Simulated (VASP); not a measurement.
# BN (Qingsongite) (F-43m) in VASP: further runs

One crystal, BN (Qingsongite), is run at these levels: r2SCAN; tasks: relaxation of the atoms.

Program: VASP 6.6.1. These are calculated values, not measurements. Logs are shortened: lines on timing, memory, paths and dates and some standing lists are left out, and cuts for length are marked.

**Measured values to compare with.**

A printed reference work, monograph reports, for a bulk crystal of BN at 300 K: band gap 6.4 eV (indirect).

The runs below are set against these values where they give the same quantity.

### Step 1. The crystal as given

Symmetry: F-43m, No. 216, cubic system. Conventional cell: a = 3.613 Å, b = 3.613 Å, c = 3.613 Å, α = 90.00°, β = 90.00°, γ = 90.00°. B (site symmetry -43m) is surrounded by 4 N at 1.56 Å. N (site symmetry -43m) is surrounded by 4 B at 1.56 Å.

### Step 2. Relaxation of the atoms, r2SCAN (a relaxed cell with its volume scaled by 0.96)

INCAR reads:

```
  PREC = Accurate
  ENCUT = 600
  EDIFF = 1E-7
  ISMEAR = 0
  SIGMA = 0.03
  LREAL = False
  LASPH = True
  NELM = 80
  ALGO = Normal
  ISIF = 2
  LWAVE = False
  LCHARG = False
  METAGGA = R2SCAN
  LMIXTAU = True
  IBRION = 2
  NSW = 40
  EDIFFG = -0.01
```

KPOINTS reads:

```
regular mesh
0
Gamma
  14 14 14
```

POSCAR reads:

```
BN                                      
1.0
    0.0000000000      1.7822231494      1.7822231494
    1.7822231494      0.0000000000      1.7822231494
    1.7822231494      1.7822231494      0.0000000000
  B               N             
     1     1
Direct
     0.0000000000000000    0.0000000000000000    0.0000000000000000
     0.2500000000000000    0.2500000000000000    0.2500000000000000
```

Potentials or basis: VASP PAW PBE potentials, release 64 (B, N).

Launch:

```bash
$ cat potpaw_PBE.64/B/POTCAR potpaw_PBE.64/N/POTCAR > POTCAR
$ mpirun -np 1 vasp_std > vasp.out
```

OUTCAR:

```text
PREC = Accurate
   ENCUT = 600
   EDIFF = 1E-7
   ISMEAR = 0
   LREAL = False
   LASPH = True
   NELM = 80
   ISIF = 2
   METAGGA = R2SCAN
   IBRION = 2
   NSW = 40
   EDIFFG = -0.01

 ion  position               nearest neighbor table
   1  0.000  0.000  0.000-   2 1.54   2 1.54   2 1.54   2 1.54
   2  0.250  0.250  0.250-   1 1.54   1 1.54   1 1.54   1 1.54

  LATTYP: Found a face centered cubic cell.
 ALAT       =     3.5644462988

  Lattice vectors:

 A1 = (   0.0000000000,   1.7822231494,   1.7822231494)
 A2 = (   1.7822231494,   0.0000000000,   1.7822231494)
 A3 = (   1.7822231494,   1.7822231494,   0.0000000000)

Analysis of symmetry for initial positions (statically):
=====================================================================
 Subroutine PRICEL returns:
 Original cell was already a primitive cell.

 Routine SETGRP: Setting up the symmetry group for a
 face centered cubic supercell.

 Subroutine GETGRP returns: Found 24 space group operations
 (whereof 24 operations were pure point group operations)
 out of a pool of 48 trial point group operations.

The static configuration has the point symmetry T_d .

Analysis of symmetry for dynamics (positions and initial velocities):
=====================================================================
 Subroutine PRICEL returns:
 Original cell was already a primitive cell.

 Routine SETGRP: Setting up the symmetry group for a
 face centered cubic supercell.

 Subroutine GETGRP returns: Found 24 space group operations
 (whereof 24 operations were pure point group operations)
 out of a pool of 48 trial point group operations.

The dynamic configuration has the point symmetry T_d .

 Subroutine INISYM returns: Found 24 space group operations
 (whereof 24 operations are pure point group operations),
 and found     1 'primitive' translations

----------------------------------------------------------------------------------------

                                     Primitive cell

  volume of cell :      11.3218

  direct lattice vectors                    reciprocal lattice vectors
     0.000000000  1.782223149  1.782223149    -0.280548482  0.280548482  0.280548482
     1.782223149  0.000000000  1.782223149     0.280548482 -0.280548482  0.280548482
     1.782223149  1.782223149  0.000000000     0.280548482  0.280548482 -0.280548482

  length of vectors
     2.520444149  2.520444149  2.520444149     0.485924226  0.485924226  0.485924226

  position of ions in fractional coordinates (direct lattice)
     0.000000000  0.000000000  0.000000000
     0.250000000  0.250000000  0.250000000

  ion indices of the primitive-cell ions
   primitive index   ion index
                 1           1
                 2           2

----------------------------------------------------------------------------------------

 KPOINTS: regular mesh

Automatic generation of k-mesh.
 Grid dimensions read from file:
 generate k-points for:   14   14   14

 Generating k-lattice:

  Cartesian coordinates                     Fractional coordinates (reciprocal lattice)
    -0.020039177  0.020039177  0.020039177     0.071428571  0.000000000  0.000000000
     0.020039177 -0.020039177  0.020039177     0.000000000  0.071428571  0.000000000
     0.020039177  0.020039177 -0.020039177     0.000000000  0.000000000  0.071428571

  Length of vectors
     0.034708873  0.034708873  0.034708873

  Shift w.r.t. Gamma in fractional coordinates (k-lattice)
     0.000000000  0.000000000  0.000000000

 Subroutine IBZKPT returns following result:
 ===========================================

 Found    104 irreducible k-points:

 Following reciprocal coordinates:
            Coordinates               Weight
  0.000000  0.000000  0.000000      1.000000
  0.071429  0.000000  0.000000      8.000000
  0.142857  0.000000  0.000000      8.000000
  0.214286  0.000000  0.000000      8.000000
  0.285714  0.000000  0.000000      8.000000
  0.357143  0.000000  0.000000      8.000000
[... 16 lines left out ...]
  0.214286  0.142857  0.000000     24.000000
  0.285714  0.142857  0.000000     24.000000
 [... further k-points ...]
   k-points           NKPTS =    104   k-points in BZ     NKDIM =    104   number of bands    NBANDS=      8
   number of dos      NEDOS =    301   number of ions     NIONS =      2
   total plane-waves  NPLWV =   8000
   dimension x,y,z NGX =    20 NGY =   20 NGZ =   20
   dimension x,y,z NGXF=    40 NGYF=   40 NGZF=   40
   ions per type =               1   1
   NGX,Y,Z   is equivalent  to a cutoff of  13.19, 13.19, 13.19 a.u.
   NGXF,Y,Z  is equivalent  to a cutoff of  26.38, 26.38, 26.38 a.u.
 SYSTEM =  unknown system
   PREC   = accura    normal or accurate (medium, high low for compatibility)
   ISTART =      0    job   : 0-new  1-cont  2-samecut
   ICHARG =      2    charge: 1-file 2-atom 10-const
   ISPIN  =      1    spin polarized calculation?
   LNONCOLLINEAR =      F non collinear calculations
   LSORBIT =      F    spin-orbit coupling
   LASPH  =      T    aspherical Exc in radial PAW
   ENCUT  =  600.0 eV  44.10 Ry    6.64 a.u.   5.03  5.03  5.03*2*pi/ulx,y,z
   NELM   =     80;   NELMIN=  2; NELMDL= -5     # of ELM steps
   EDIFF  = 0.1E-06   stopping-criterion for ELM
   LREAL  =      F    real-space projection
   EDIFFG = -.1E-01   stopping-criterion for IOM
   NSW    =     40    number of steps for IOM
   IBRION =      2    ionic relax: 0-MD 1-quasi-New 2-CG
   NFREE  =      1    steps in history (QN), initial steepest desc. (CG)
   ISIF   =      2    stress and relaxation
   ISYM   =      2    0-nonsym 1-usesym 2-fastsym
   POTIM  = 0.5000    time-step for ionic-motion
   TEBEG  =    0.0;   TEEND  =   0.0 temperature during run
   PSTRESS=    0.0 pullay stress
   NELECT =       8.0000    total number of electrons
   NUPDOWN=      -1.0000    fix difference up-down
   EMIN   =  10.00;   EMAX   =-10.00  energy-range for DOS
   EFERMI =   0.00;   METHOD = LEGACY
   ISMEAR =     0;   SIGMA  =   0.03  broadening in eV -4-tet -1-fermi 0-gaus
   EFERMI_NEDOS =   21; number of points for ismear=-14 and -15
   IALGO  =     38    algorithm
   IMIX   =      4    mixing-type and parameters
     AMIX     =   0.40;   BMIX     =  1.00
     AMIX_MAG =   1.60;   BMIX_MAG =  1.00
  volume/ion in A,a.u.               =       5.66        38.20
  Fermi-wavevector in a.u.,A,eV,Ry     =   1.458141  2.755486 28.928355  2.126174
  Thomas-Fermi vector in A             =   2.574860
   LORBIT       =      0    0 simple, 1 ext, 2 COOP (PROOUT), +10 PAW based schemes
   METAGGA = R2SCAN    functional components
   LHFCALC =     F    Hartree Fock is set to
   AEXX    =    0.0000 exact exchange contribution
   IVDW    =     0    specifies the selected vdW correction
   LEPSILON=     F    determine dielectric tensor
   LRPA    =     F    only Hartree local field effects (RPA)
 conjugate gradient relaxation of ions
 non-spin polarized calculation
 Gauss-broadening in eV      SIGMA  =   0.03
  energy-cutoff  :      600.00
  volume of cell :       11.32
 maximum number of plane-waves:       388
   NGX =  9   NGY =  9   NGZ =  9

 number of electron       7.9999998 magnetization

 Free energy of the ion-electron system (eV)
  ---------------------------------------------------
  ext. energy  EPLUGINS =         0.00000000
  ---------------------------------------------------
  free energy    TOTEN  =       -19.14908206 eV

  energy without entropy =      -19.14908206  energy(sigma->0) =      -19.14908206

 E-fermi :   7.9383     XC(G=0): -13.8720

 val. band max:        7.7707637909   @ k =   0.0000   0.0000   0.0000
 cond. band min:      12.7978356242   @ k =   0.5000   0.5000   0.0000
 fundamental gap:      5.0270718333
 Fermi energy:         7.9383391768

 k-point     1 :       0.0000    0.0000    0.0000
  band No.  band energies     occupation
      1     -14.0192      2.00000
      2       7.7708      2.00000
      3       7.7708      2.00000
      4       7.7708      2.00000
      5      17.5048      0.00000
      6      17.5048      0.00000
      7      17.5048      0.00000
      8      19.5698      0.00000

 k-point     2 :       0.0714    0.0000    0.0000
  band No.  band energies     occupation
      1     -13.8863      2.00000
      2       7.0352      2.00000
      3       7.6251      2.00000
      4       7.6251      2.00000
      5      17.7262      0.00000
      6      17.7298      0.00000
      7      17.7298      0.00000
      8      19.9822      0.00000

 k-point     3 :       0.1429    0.0000    0.0000
  band No.  band energies     occupation
      1     -13.4907      2.00000
      2       5.2473      2.00000
      3       7.2524      2.00000
      4       7.2524      2.00000
      5      18.0943      0.00000
      6      18.2886      0.00000
      7      18.2886      0.00000
      8      21.0696      0.00000

 k-point     4 :       0.2143    0.0000    0.0000
  band No.  band energies     occupation
      1     -12.8449      2.00000
      2       3.0259      2.00000
      3       6.7840      2.00000
      4       6.7840      2.00000
      5      18.4229      0.00000
      6      18.9080      0.00000
      7      18.9080      0.00000
      8      22.3377      0.00000

 k-point     5 :       0.2857    0.0000    0.0000
  band No.  band energies     occupation
      1     -11.9785      2.00000
      2       0.7438      2.00000
      3       6.3344      2.00000
      4       6.3344      2.00000
      5      18.7115      0.00000
      6      19.3323      0.00000
      7      19.3323      0.00000
      8      23.3925      0.00000
[... 177 lines left out ...]
 k-point    22 :       0.1429    0.1429    0.0000
  band No.  band energies     occupation
      1     -13.3152      2.00000
      2       6.0830      2.00000
      3       6.2735      2.00000
      4       6.2735      2.00000
      5      16.6481      0.00000
      6      19.6360      0.00000
      7      19.6360      0.00000
      8      20.9344      0.00000

 k-point    23 :       0.2143    0.1429    0.0000
  band No.  band energies     occupation
      1     -12.8409      2.00000
      2       4.4102      2.00000
      3       5.7001      2.00000
      4       6.1462      2.00000
      5      16.5809      0.00000
      6      20.3133      0.00000
      7      20.5167      0.00000
      8      21.4421      0.00000

 k-point    24 :       0.2857    0.1429    0.0000
  band No.  band energies     occupation
      1     -12.1292      2.00000
      2       2.3511      2.00000
      3       5.2280      2.00000
      4       5.7715      2.00000
      5      16.9242      0.00000
      6      20.7308      0.00000
      7      21.1759      0.00000
      8      21.9133      0.00000

 [... further k-points ...]

------------------------ aborting loop because EDIFF is reached ----------------------------------------

  FORCE on cell =-STRESS in cart. coord.  units (eV):
  Direction    XX          YY          ZZ          XY          YZ          ZX
  --------------------------------------------------------------------------------------
  -------------------------------------------------------------------------------------
  Total        1.2167963      1.2167963      1.2167963     -0.0000000     -0.0000000      0.0000000
  in kB      172.1917098    172.1917098    172.1917098     -0.0000000     -0.0000000      0.0000000
  external PRESSURE =     172.1917098 kB  Pullay stress =       0.0000000 kB

 VOLUME and BASIS-vectors are now :
 -----------------------------------------------------------------------------
  energy-cutoff  :      600.00
  volume of cell :       11.32
      direct lattice vectors                 reciprocal lattice vectors
     0.000000000  1.782223149  1.782223149    -0.280548482  0.280548482  0.280548482
     1.782223149  0.000000000  1.782223149     0.280548482 -0.280548482  0.280548482
     1.782223149  1.782223149  0.000000000     0.280548482  0.280548482 -0.280548482

 POSITION                                       TOTAL-FORCE (eV/Angst)
 -----------------------------------------------------------------------------------
      0.00000      0.00000      0.00000         0.000000      0.000000      0.000000
      0.89111      0.89111      0.89111        -0.000000     -0.000000     -0.000000
 -----------------------------------------------------------------------------------
    total drift:                                0.000000      0.000000      0.000000

  FREE ENERGIE OF THE ION-ELECTRON SYSTEM (eV)
  ---------------------------------------------------
  free  energy   TOTEN  =       -19.1490820570 eV

  energy  without entropy=      -19.1490820570  energy(sigma->0) =      -19.14908206

 reached required accuracy - stopping structural energy minimisation
```

Wall time 39 s (1 thread of AMD EPYC 9R45 (Zen 5), shared host); peak memory 0.09 GiB.

Results:

```yaml
Free_energy: -19.1491 eV
Pressure_after_relaxing: 17.2 GPa
Band_gap_on_the_k_mesh: 5.03 eV, indirect (least direct gap 9.73 eV)
```

Final structure:
```yaml
crystal:
  lattice:
    - [0.00000, 1.78222, 1.78222]
    - [1.78222, 0.00000, 1.78222]
    - [1.78222, 1.78222, 0.00000]
  atoms:
    - { symbol: B, position: [0.00000, 0.00000, 0.00000] }
    - { symbol: N, position: [0.25000, 0.25000, 0.25000] }
```

Caveat: the relaxation stopped at its first step, so nothing moved; the PAW data sets were made with another functional, which shifts forces and pressure a little. A k mesh can miss the band edges.

### Step 3. Relaxation of the atoms, r2SCAN (a relaxed cell with its volume scaled by 0.98)

INCAR is that of step 2.

KPOINTS is that of step 2.

POSCAR reads:

```
BN                                      
1.0
    0.0000000000      1.7945147319      1.7945147319
    1.7945147319      0.0000000000      1.7945147319
    1.7945147319      1.7945147319      0.0000000000
  B               N             
     1     1
Direct
     0.0000000000000000    0.0000000000000000    0.0000000000000000
     0.2500000000000000    0.2500000000000000    0.2500000000000000
```

Potentials or basis: VASP PAW PBE potentials, release 64 (B, N).

Launch:

```bash
$ cat potpaw_PBE.64/B/POTCAR potpaw_PBE.64/N/POTCAR > POTCAR
$ mpirun -np 1 vasp_std > vasp.out
```

Wall time 36 s (1 thread of AMD EPYC 9R45 (Zen 5), shared host); peak memory 0.09 GiB.

It converged, with:

| Item | Value |
| --- | --- |
| Free energy | -19.1682 eV |
| Pressure after relaxing | 8.2 GPa |
| Band gap on the k mesh | 5.00 eV, indirect (least direct gap 9.63 eV) |

Final structure:
```xyz
2
Lattice="0.0000 1.7945 1.7945 1.7945 0.0000 1.7945 1.7945 1.7945 0.0000" Properties=species:S:1:pos:R:3 pbc="T T T"
B     0.0000    0.0000    0.0000
N     0.8973    0.8973    0.8973
```

Levels at points of the mesh, in eV from the valence-band top:
| k point | band 2 | band 3 | band 4 | band 5 | band 6 | band 7 |
| --- | --- | --- | --- | --- | --- | --- |
| (0.00, 0.00, 0.00) | 0.00 | 0.00 | 0.00 | 9.63 | 9.63 | 9.63 |
| (0.50, 0.00, 0.00) | -11.29 | -2.06 | -2.06 | 11.08 | 11.59 | 11.59 |
| (0.50, 0.50, 0.00) | -9.46 | -5.21 | -5.21 | 5.00 | 9.94 | 19.61 |

Caveat: the relaxation stopped at its first step, so nothing moved; the PAW data sets were made with another functional, which shifts forces and pressure a little.

### Step 4. Relaxation of the atoms, r2SCAN

INCAR is that of step 3.

KPOINTS is that of step 3.

POSCAR reads:

```
BN                                      
1.0
    0.0000000000      1.8066401993      1.8066401993
    1.8066401993      0.0000000000      1.8066401993
    1.8066401993      1.8066401993      0.0000000000
  B               N             
     1     1
Direct
     0.0000000000000000    0.0000000000000000    0.0000000000000000
     0.2500000000000000    0.2500000000000000    0.2500000000000000
```

Launch:

```bash
$ cat potpaw_PBE.64/B/POTCAR potpaw_PBE.64/N/POTCAR > POTCAR
$ mpirun -np 1 vasp_std > vasp.out
```

Wall time 37 s (1 thread of AMD EPYC 9R45 (Zen 5), shared host); peak memory 0.1 GiB.

It converged, with:

```
Free energy             : -19.1746 eV
Pressure after relaxing : 0.0 GPa
Band gap on the k mesh  : 4.98 eV, indirect (least direct gap 9.53 eV)
```

Final structure:
```xyz
2
Lattice="0.0000 1.8066 1.8066 1.8066 0.0000 1.8066 1.8066 1.8066 0.0000" Properties=species:S:1:pos:R:3 pbc="T T T"
B     0.0000    0.0000    0.0000
N     0.9033    0.9033    0.9033
```

Levels at points of the mesh, in eV from the valence-band top:
```csv
k point,band 1,band 2,band 3,band 4,band 5,band 6,band 7,band 8
"(0.00, 0.00, 0.00)",-21.31,0.00,0.00,0.00,9.53,9.53,9.53,11.09
"(0.50, 0.00, 0.00)",-17.01,-11.10,-2.02,-2.02,10.81,11.48,11.48,16.42
"(0.50, 0.50, 0.00)",-15.58,-9.33,-5.10,-5.10,4.98,9.82,19.28,19.28
```

Caveat: the relaxation stopped at its first step, so nothing moved; the PAW data sets were made with another functional, which shifts forces and pressure a little.

### Step 5. Overview

```tsv
cell	gap on the mesh (eV)	pressure (GPa)
atoms relaxed from: a relaxed cell with its volume scaled by 0.96	5.03	17.2
atoms relaxed from: a relaxed cell with its volume scaled by 0.98	5.00	8.2
atoms relaxed	4.98	0.0
```

Alike in all rows: task relaxation of the atoms; level r2SCAN; potentials or basis VASP PAW PBE potentials, release 64 (B, N); no spin polarisation; k mesh 14 × 14 × 14; cutoff (eV) 600; smearing gaussian 0.03 eV.

Caveats: the relaxation stopped at its first step, so nothing moved; the PAW data sets were made with another functional, which shifts forces and pressure a little.

Absolute energies hang on the potentials; compare differences alone.

### Step 6. How close it comes

Step 4. A measured gap of BN is 6.4 eV (indirect; 300 K; a printed reference work, monograph); the calculated 4.98 eV misses it by -1.42 eV. The value is that of r2SCAN on a finite k mesh, which can miss the band edges, without temperature or zero-point motion.
